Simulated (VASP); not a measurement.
# Hf (P6/mmm) in VASP: notebook

One crystal, Hf, is run at these levels: PBEsol; tasks: relaxation of cell and atoms.

Everything below comes from runs of VASP 6.6.1. Logs are shortened: lines on timing, memory, paths and dates and some standing lists are left out, and cuts for length are marked.

## 1. Starting point

The structure is hexagonal, space group P6/mmm (No. 191). Conventional cell: a = 4.480 Å, b = 4.480 Å, c = 2.814 Å, α = 90.00°, β = 90.00°, γ = 120.00°. Hf (site symmetry -6m2) is surrounded by 11 Hf at 2.59 to 2.94 Å. Around Hf (site symmetry 6/mmm) lie 14 Hf at 2.81 to 2.94 Å.

This isn't the form of Hf at room conditions, which is hcp.

## 2. Relaxation of cell and atoms, PBEsol, target pressure 75 GPa, at which the enthalpy is minimised

Input file INCAR:

```
SYSTEM = Hf
ALGO = Normal ; EDIFF = 1E-7
EDIFFG = -0.002 ; ENCUT = 520
GGA = PS ; IBRION = 2
ISIF = 3 ; ISMEAR = 0
KPAR = 4 ; LASPH = .TRUE.
LCHARG = .FALSE. ; LREAL = .FALSE.
LWAVE = .FALSE. ; NELM = 100
NSW = 80 ; PREC = Accurate
PSTRESS = 750.0 ; SIGMA = 0.1
```

Input file KPOINTS:

```
k-points
0
G
  3 3 4
  0 0 0
```

Input file POSCAR:

```
Hf                                      
1.0
    4.4801239680      0.0000000000      0.0000000000
   -2.2400619840      3.8799011761      0.0000000000
    0.0000000000      0.0000000000      2.8140916131
  Hf            
     3
Direct
     0.6666666699999979    0.3333333300000021    0.5000000000000000
     0.3333333300000021    0.6666666699999979    0.5000000000000000
     0.0000000000000000    0.0000000000000000    0.0000000000000000
```

Potentials or basis: VASP PAW PBE potentials, release 64 (Hf_pv).

On the command line:

```sh
> cat potpaw_PBE.64/Hf_pv/POTCAR > POTCAR
> mpirun -np 4 vasp_std > vasp.out
```

OUTCAR:

```text
SYSTEM = Hf
   EDIFF = 1E-7
   EDIFFG = -0.002
   ENCUT = 520
   GGA = PS
   IBRION = 2
   ISIF = 3
   ISMEAR = 0
   LASPH = .TRUE.
   LREAL = .FALSE.
   NELM = 100
   NSW = 80
   PREC = Accurate
   PSTRESS = 750.0

 ion  position               nearest neighbor table
   1  0.667  0.333  0.500-   2 2.59   2 2.59   2 2.59   3 2.94   3 2.94   3 2.94   3 2.94   3 2.94
                             3 2.94   2 3.82   2 3.82   2 3.82   2 3.82   2 3.82   2 3.82
   2  0.333  0.667  0.500-   1 2.59   1 2.59   1 2.59   3 2.94   3 2.94   3 2.94   3 2.94   3 2.94
                             3 2.94   1 3.82   1 3.82   1 3.82   1 3.82   1 3.82   1 3.82
   3  0.000  0.000  0.000-   1 2.94   2 2.94   1 2.94   2 2.94   1 2.94   1 2.94   2 2.94   2 2.94
                             1 2.94   1 2.94   2 2.94   2 2.94

  LATTYP: Found a hexagonal cell.
 ALAT       =     4.4801239680
 C/A-ratio  =     0.6281280682

  Lattice vectors:

 A1 = (   4.4801239680,   0.0000000000,   0.0000000000)
 A2 = (  -2.2400619840,   3.8799011761,   0.0000000000)
 A3 = (   0.0000000000,   0.0000000000,   2.8140916131)

Analysis of symmetry for initial positions (statically):
=====================================================================
 Subroutine PRICEL returns:
 Original cell was already a primitive cell.

 Routine SETGRP: Setting up the symmetry group for a
 hexagonal supercell.

 Subroutine GETGRP returns: Found 24 space group operations
 (whereof 24 operations were pure point group operations)
 out of a pool of 24 trial point group operations.

The static configuration has the point symmetry D_6h.

Analysis of symmetry for dynamics (positions and initial velocities):
=====================================================================
 Subroutine PRICEL returns:
 Original cell was already a primitive cell.

 Routine SETGRP: Setting up the symmetry group for a
 hexagonal supercell.

 Subroutine GETGRP returns: Found 24 space group operations
 (whereof 24 operations were pure point group operations)
 out of a pool of 24 trial point group operations.

The dynamic configuration has the point symmetry D_6h.

 Subroutine INISYM returns: Found 24 space group operations
 (whereof 24 operations are pure point group operations),
 and found     1 'primitive' translations

----------------------------------------------------------------------------------------

                                     Primitive cell

  volume of cell :      48.9158

  direct lattice vectors                    reciprocal lattice vectors
     4.480123968  0.000000000  0.000000000     0.223208109  0.128869262  0.000000000
    -2.240061984  3.879901176  0.000000000     0.000000000  0.257738523  0.000000000
     0.000000000  0.000000000  2.814091613     0.000000000  0.000000000  0.355354458

  length of vectors
     4.480123968  4.480123975  2.814091613     0.257738524  0.257738523  0.355354458

  position of ions in fractional coordinates (direct lattice)
     0.666666670  0.333333330  0.500000000
     0.333333330  0.666666670  0.500000000
     0.000000000  0.000000000  0.000000000

  ion indices of the primitive-cell ions
   primitive index   ion index
                 1           1
                 2           2
                 3           3

----------------------------------------------------------------------------------------

 KPOINTS: k-points

Automatic generation of k-mesh.
 Grid dimensions read from file:
 generate k-points for:    3    3    4

 Generating k-lattice:

  Cartesian coordinates                     Fractional coordinates (reciprocal lattice)
     0.074402703  0.042956421  0.000000000     0.333333333  0.000000000  0.000000000
     0.000000000  0.085912841  0.000000000     0.000000000  0.333333333  0.000000000
     0.000000000  0.000000000  0.088838615     0.000000000  0.000000000  0.250000000

  Length of vectors
     0.085912841  0.085912841  0.088838615

  Shift w.r.t. Gamma in fractional coordinates (k-lattice)
     0.000000000  0.000000000  0.000000000

 Subroutine IBZKPT returns following result:
 ===========================================

 Found      9 irreducible k-points:

 Following reciprocal coordinates:
            Coordinates               Weight
  0.000000  0.000000  0.000000      1.000000
  0.333333  0.000000  0.000000      6.000000
  0.333333  0.333333  0.000000      2.000000
  0.000000  0.000000  0.250000      2.000000
  0.333333  0.000000  0.250000     12.000000
  0.333333  0.333333  0.250000      4.000000
  0.000000  0.000000  0.500000      1.000000
  0.333333  0.000000  0.500000      6.000000
  0.333333  0.333333  0.500000      2.000000
   k-points           NKPTS =      9   k-points in BZ     NKDIM =      9   number of bands    NBANDS=     19
   number of dos      NEDOS =    301   number of ions     NIONS =      3
   total plane-waves  NPLWV =  31104
   dimension x,y,z NGX =    36 NGY =   36 NGZ =   24
   dimension x,y,z NGXF=    72 NGYF=   72 NGZF=   48
   ions per type =               3
   NGX,Y,Z   is equivalent  to a cutoff of  13.36, 13.36, 14.18 a.u.
   NGXF,Y,Z  is equivalent  to a cutoff of  26.72, 26.72, 28.36 a.u.
 SYSTEM =  Hf
   PREC   = accura    normal or accurate (medium, high low for compatibility)
   ISTART =      0    job   : 0-new  1-cont  2-samecut
   ICHARG =      2    charge: 1-file 2-atom 10-const
   ISPIN  =      1    spin polarized calculation?
   LNONCOLLINEAR =      F non collinear calculations
   LSORBIT =      F    spin-orbit coupling
   LASPH  =      T    aspherical Exc in radial PAW
   ENCUT  =  520.0 eV  38.22 Ry    6.18 a.u.   8.33  8.33  5.23*2*pi/ulx,y,z
   NELM   =    100;   NELMIN=  2; NELMDL= -5     # of ELM steps
   EDIFF  = 0.1E-06   stopping-criterion for ELM
   LREAL  =      F    real-space projection
   EDIFFG = -.2E-02   stopping-criterion for IOM
   NSW    =     80    number of steps for IOM
   IBRION =      2    ionic relax: 0-MD 1-quasi-New 2-CG
   NFREE  =      1    steps in history (QN), initial steepest desc. (CG)
   ISIF   =      3    stress and relaxation
   ISYM   =      2    0-nonsym 1-usesym 2-fastsym
   POTIM  = 0.5000    time-step for ionic-motion
   TEBEG  =    0.0;   TEEND  =   0.0 temperature during run
   PSTRESS=  750.0 pullay stress
   NELECT =      30.0000    total number of electrons
   NUPDOWN=      -1.0000    fix difference up-down
   EMIN   =  10.00;   EMAX   =-10.00  energy-range for DOS
   EFERMI =   0.00;   METHOD = LEGACY
   ISMEAR =     0;   SIGMA  =   0.10  broadening in eV -4-tet -1-fermi 0-gaus
   EFERMI_NEDOS =   21; number of points for ismear=-14 and -15
   IALGO  =     38    algorithm
   IMIX   =      4    mixing-type and parameters
     AMIX     =   0.40;   BMIX     =  1.00
     AMIX_MAG =   1.60;   BMIX_MAG =  1.00
  volume/ion in A,a.u.               =      16.31       110.03
  Fermi-wavevector in a.u.,A,eV,Ry     =   1.390910  2.628438 26.322237  1.934630
  Thomas-Fermi vector in A             =   2.514799
   LORBIT       =      0    0 simple, 1 ext, 2 COOP (PROOUT), +10 PAW based schemes
   GGA     = PS    functional components
   LHFCALC =     F    Hartree Fock is set to
   AEXX    =    0.0000 exact exchange contribution
   IVDW    =     0    specifies the selected vdW correction
   LEPSILON=     F    determine dielectric tensor
   LRPA    =     F    only Hartree local field effects (RPA)
 conjugate gradient relaxation of ions
 non-spin polarized calculation
 Gauss-broadening in eV      SIGMA  =   0.10
  energy-cutoff  :      520.00
  volume of cell :       48.92
 maximum number of plane-waves:      1349
 NGX is ok and might be reduce to    36
   NGX = 17   NGY = 17   NGZ = 11

--------------------------------------- Ionic step        1  -------------------------------------------

 number of electron      29.9999995 magnetization

 Free energy of the ion-electron system (eV)
  ---------------------------------------------------
  ext. energy  EPLUGINS =         0.00000000
  ---------------------------------------------------
  free energy    TOTEN  =       -29.65663323 eV

  energy without entropy =      -29.64297202  energy(sigma->0) =      -29.64980263

------------------------ aborting loop because EDIFF is reached ----------------------------------------

  FORCE on cell =-STRESS in cart. coord.  units (eV):
  Direction    XX          YY          ZZ          XY          YZ          ZX
  --------------------------------------------------------------------------------------
  -------------------------------------------------------------------------------------
  Total       15.2680871     15.2680872     15.2626909      0.0000000      0.0000000      0.0000000
  in kB      500.0878295    500.0878315    499.9110823      0.0000000      0.0000000      0.0000000
  external PRESSURE =    -249.9710856 kB  Pullay stress =     750.0000000 kB

 VOLUME and BASIS-vectors are now :
 -----------------------------------------------------------------------------
  energy-cutoff  :      520.00
  volume of cell :       48.92
      direct lattice vectors                 reciprocal lattice vectors
     4.480123968  0.000000000  0.000000000     0.223208109  0.128869262  0.000000000
    -2.240061984  3.879901176  0.000000000     0.000000000  0.257738523  0.000000000
     0.000000000  0.000000000  2.814091613     0.000000000  0.000000000  0.355354458
[... 9 lines left out ...]
  FREE ENERGIE OF THE ION-ELECTRON SYSTEM (eV)
  ---------------------------------------------------
  free  energy   TOTEN  =       -29.6566332332 eV

  energy  without entropy=      -29.6429720181  energy(sigma->0) =      -29.64980263

  enthalpy is  TOTEN    =        -6.7585247721 eV   P V=       22.8981084611

--------------------------------------- Ionic step        2  -------------------------------------------

 number of electron      29.9999996 magnetization

 E-fermi :  10.8212     XC(G=0): -15.0807

 val. band max:       10.8099302173   @ k =   0.3333   0.0000   0.0000
 cond. band min:      10.8234416536   @ k =   0.3333   0.0000   0.5000
 fundamental gap:      0.0135114363
 Fermi energy:        10.8211582391

 k-point     1 :       0.0000    0.0000    0.0000
  band No.  band energies     occupation
      1     -21.7240      2.00000
      2     -21.7240      2.00000
      3     -20.5584      2.00000
      4     -20.5584      2.00000
      5     -18.4042      2.00000
      6     -16.7017      2.00000
[... 11 lines left out ...]
     18      13.8460      0.00000
     19      13.8460      0.00000
[... 360 lines left out ...]
  FREE ENERGIE OF THE ION-ELECTRON SYSTEM (eV)
  ---------------------------------------------------
  free  energy   TOTEN  =       -28.2084559036 eV

  energy  without entropy=      -28.1945639777  energy(sigma->0) =      -28.20150994

  enthalpy is  TOTEN    =        -7.0653892058 eV   P V=       21.1430666978

--------------------------------------- Ionic step        7  -------------------------------------------

 number of electron      30.0000004 magnetization

 Free energy of the ion-electron system (eV)
  ---------------------------------------------------
  ext. energy  EPLUGINS =         0.00000000
  ---------------------------------------------------
  free energy    TOTEN  =       -28.20967057 eV

  energy without entropy =      -28.19577467  energy(sigma->0) =      -28.20272262

 E-fermi :   7.5009     XC(G=0): -13.3410

 val. band max:        7.4637610216   @ k =   0.3333   0.3333   0.2500
 cond. band min:       7.8842234498   @ k =   0.3333   0.0000   0.0000
 fundamental gap:      0.4204624283
 Fermi energy:         7.5008746419

 k-point     1 :       0.0000    0.0000    0.0000
  band No.  band energies     occupation
      1     -23.2413      2.00000
      2     -23.2413      2.00000
      3     -22.6339      2.00000
      4     -22.6339      2.00000
      5     -21.6819      2.00000
      6     -20.9452      2.00000
[... 11 lines left out ...]
     18      10.3087      0.00000
     19      10.3087      0.00000
[... 196 lines left out ...]
 POSITION                                       TOTAL-FORCE (eV/Angst)
 -----------------------------------------------------------------------------------
      2.18259      1.26012      1.36859        -0.000000     -0.000000     -0.000000
     -0.00000      2.52024      1.36859         0.000000      0.000000      0.000000
      0.00000      0.00000      0.00000         0.000000     -0.000000      0.000000
 -----------------------------------------------------------------------------------
    total drift:                               -0.000000      0.000000      0.000000

  FREE ENERGIE OF THE ION-ELECTRON SYSTEM (eV)
  ---------------------------------------------------
  free  energy   TOTEN  =       -28.2096705735 eV

  energy  without entropy=      -28.1957746666  energy(sigma->0) =      -28.20272262

  enthalpy is  TOTEN    =        -7.0655874005 eV   P V=       21.1440831730

 reached required accuracy - stopping structural energy minimisation
```

It took 53 s on 4 MPI ranks of Intel Xeon Platinum 8259CL at 2.50GHz (Skylake/Cascade Lake), shared host; peak memory 0.17 GiB.

What came out:

- Free energy: -28.2097 eV
- Relaxed volume: 15.06 Å³/atom
- Relaxed cell: a = 4.365 Å, b = 4.365 Å, c = 2.737 Å, α = 90.00°, β = 90.00°, γ = 120.00°
- Space group after relaxing (to 0.05 Å): P6/mmm (No. 191)
- Energy change on relaxing (the enthalpy is what falls): +482.3 meV/atom
- Ionic steps: 7
- Pressure after relaxing: 75.0 GPa
- Band gap on the k mesh: none (metal or under the smearing width)

The path:
```
step  energy change (eV)  largest force (eV/Å)  pressure (GPa)  volume (Å³)
   1              0.0000                0.0000           50.00        48.92
   2             12.4423                0.0000          242.39        33.03
   3              1.1692                0.0000           70.38        45.78
   4              1.4040                0.0000           74.30        45.26
   5              1.4463                0.0000           75.00        45.17
   6              1.4482                0.0000           75.01        45.17
   7              1.4470                0.0000           75.01        45.17
```

Final structure:
```
CELL_PARAMETERS angstrom
4.36518 0.00000 0.00000
-2.18259 3.78036 0.00000
0.00000 0.00000 2.73718
ATOMIC_POSITIONS crystal
Hf 0.66667 0.33333 0.50000
Hf 0.33333 0.66667 0.50000
Hf 0.00000 0.00000 0.00000
```

Levels at points of the mesh, in eV from the Fermi level:
```
           k point  band 11  band 12  band 13  band 14  band 15  band 16  band 17  band 18  band 19
(0.00, 0.00, 0.00)    -4.10    -0.53    -0.17    -0.17    -0.04    -0.04     1.48     2.81     2.81
(0.00, 0.00, 0.50)    -4.46    -2.98    -2.98    -2.72    -1.30     1.91     1.91     3.32     3.32
```

Caveat: the k mesh is coarse (spacing up to 0.56 Å⁻¹), so the values aren't converged; the cell is relaxed towards a set pressure, so the enthalpy falls and the energy may rise; the PAW data sets were made with another functional, which shifts forces and pressure a little. Spin-orbit coupling is left out, which matters for the levels of Hf.

## 3. Relaxation of cell and atoms, PBEsol, target pressure 75 GPa, at which the enthalpy is minimised

This run uses another cell than the first one, of 15.06 Å³/atom, 0.923 times its volume.

INCAR is that of step 2.

KPOINTS is that of step 2.

Input file POSCAR:

```
Hf                                      
1.0
    4.3651811724      0.0000000000      0.0000000000
   -2.1825905862      3.7803577980      0.0000000000
    0.0000000000      0.0000000000      2.7371777299
  Hf            
     3
Direct
     0.6666666699999979    0.3333333300000021    0.5000000000000000
     0.3333333300000021    0.6666666699999979    0.5000000000000000
     0.0000000000000000    0.0000000000000000    0.0000000000000000
```

Potentials or basis: VASP PAW PBE potentials, release 64 (Hf_pv).

On the command line:

```sh
> cat potpaw_PBE.64/Hf_pv/POTCAR > POTCAR
> mpirun -np 4 vasp_std > vasp.out
```

Wall time 7.8 s (4 MPI ranks of Intel Xeon Platinum 8259CL at 2.50GHz (Skylake/Cascade Lake), shared host); peak memory 0.14 GiB.

The run converged. Its results:

- Free energy: -28.2088 eV
- Pressure after relaxing: 75.0 GPa
- Band gap on the k mesh: none (metal or under the smearing width)

Final structure:
```xyz
3
Lattice="4.3652 0.0000 0.0000 -2.1826 3.7804 0.0000 0.0000 0.0000 2.7372" Properties=species:S:1:pos:R:3 pbc="T T T"
Hf    2.1826    1.2601    1.3686
Hf    0.0000    2.5202    1.3686
Hf    0.0000    0.0000    0.0000
```

Levels at points of the mesh, in eV from the Fermi level:
```tsv
k point	band 13	band 14	band 15	band 16	band 17	band 18
(0.00, 0.00, 0.00)	-0.17	-0.17	-0.04	-0.04	1.48	2.81
(0.00, 0.00, 0.50)	-2.98	-2.72	-1.30	1.91	1.91	3.32
```

Caveat: the k mesh is coarse (spacing up to 0.57 Å⁻¹), so the values aren't converged; the relaxation stopped at its first step, so nothing moved; the cell is relaxed towards a set pressure, so the enthalpy falls and the energy may rise; the PAW data sets were made with another functional, which shifts forces and pressure a little. Spin-orbit coupling is left out, which matters for the levels of Hf.

## 4. Relaxation of cell and atoms, PBEsol, target pressure 12 GPa, at which the enthalpy is minimised

This run uses another cell than the first one, of 17.66 Å³/atom, 1.083 times its volume.

INCAR: that of step 3 with these lines changed.

```diff
@@ -9,2 +9,2 @@
 NSW = 80 ; PREC = Accurate
-PSTRESS = 750.0 ; SIGMA = 0.1
+PSTRESS = 120.0 ; SIGMA = 0.1
```

KPOINTS is that of step 3.

Input file POSCAR:

```
Hf                                      
1.0
    4.5997135002      0.0000000000      0.0000000000
   -2.2998567501      3.9834687538      0.0000000000
    0.0000000000      0.0000000000      2.8919371833
  Hf            
     3
Direct
     0.6666666699999979    0.3333333300000021    0.5000000000000000
     0.3333333300000021    0.6666666699999979    0.5000000000000000
     0.0000000000000000    0.0000000000000000    0.0000000000000000
```

On the command line:

```sh
> cat potpaw_PBE.64/Hf_pv/POTCAR > POTCAR
> mpirun -np 4 vasp_std > vasp.out
```

Wall time 56 s (4 MPI ranks of Intel Xeon Platinum 8259CL at 2.50GHz (Skylake/Cascade Lake), shared host); peak memory 0.18 GiB.

It converged, with:

```yaml
Free_energy: -31.3330 eV
Relaxed_volume: 19.43 Å³/atom
Relaxed_cell: a = 4.749 Å, b = 4.749 Å, c = 2.984 Å, α = 90.00°, β = 90.00°, γ = 120.00°
Space_group_after_relaxing_to_0.05_Å: P6/mmm (No. 191)
Energy_change_on_relaxing_the_enthalpy_is_what_falls: -224.0 meV/atom
Ionic_steps: 9
Pressure_after_relaxing: 12.0 GPa
Band_gap_on_the_k_mesh: none (metal or under the smearing width)
```

The path:
```csv
step,energy change (eV),largest force (eV/Å),pressure (GPa),volume (Å³)
1,0.0000,0.0000,30.00,52.99
2,-0.6611,0.0000,-9.53,69.71
3,-0.6956,0.0000,11.11,58.61
4,-0.6741,0.0000,11.92,58.31
5,-0.6658,0.0000,12.22,58.20
6,-0.6661,0.0000,12.21,58.20
7,-0.6661,0.0000,12.21,58.20
8,-0.6678,0.0000,12.15,58.22
9,-0.6719,0.0000,12.00,58.28
```

Final structure:
```yaml
crystal:
  lattice:
    - [4.74895, 0.00000, 0.00000]
    - [-2.37447, 4.11271, 0.00000]
    - [0.00000, 0.00000, 2.98394]
  atoms:
    - { symbol: Hf, position: [0.66667, 0.33333, 0.50000] }
    - { symbol: Hf, position: [0.33333, 0.66667, 0.50000] }
    - { symbol: Hf, position: [0.00000, 0.00000, 0.00000] }
```

Levels at points of the mesh, in eV from the Fermi level:
```tsv
k point	band 11	band 12	band 13	band 14	band 15	band 16	band 17	band 18	band 19
(0.00, 0.00, 0.00)	-2.99	-0.58	-0.55	-0.55	-0.53	-0.53	1.25	2.34	2.34
(0.00, 0.00, 0.50)	-3.08	-3.08	-2.25	-2.25	-2.10	1.54	1.54	2.32	2.32
```

Caveat: the k mesh is coarse (spacing up to 0.54 Å⁻¹), so the values aren't converged; the cell is relaxed towards a set pressure, so the enthalpy falls and the energy may rise; the PAW data sets were made with another functional, which shifts forces and pressure a little. The run has no spin-orbit coupling, so splittings on Hf are missing.
